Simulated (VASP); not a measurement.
Crystal: CaF2 (Fluorite).

```
Ca F
1.0
     0.00000    2.73100    2.73100
     2.73100    0.00000    2.73100
     2.73100    2.73100    0.00000
Ca F
1 2
Direct
  0.00000 0.00000 0.00000
  0.75000 0.75000 0.75000
  0.25000 0.25000 0.25000
```

Base run:

- Program: VASP 6.6.1
- Functional: PBEsol
- Potentials or basis: VASP PAW PBE potentials, release 64 (Ca_sv, F)
- Cutoff: 520 eV
- k mesh: 8 × 8 × 8
- Occupations: gaussian, width 0.02 eV
- Spin: no spin polarisation

Its results: band gap on the k mesh 7.09 eV, indirect (least direct gap 7.35 eV).

Q: The run is repeated on the same cell with these changes: functional from PBEsol to TB-mBJ. What comes out?

A: Band gap on the k mesh 10.24 eV, direct.
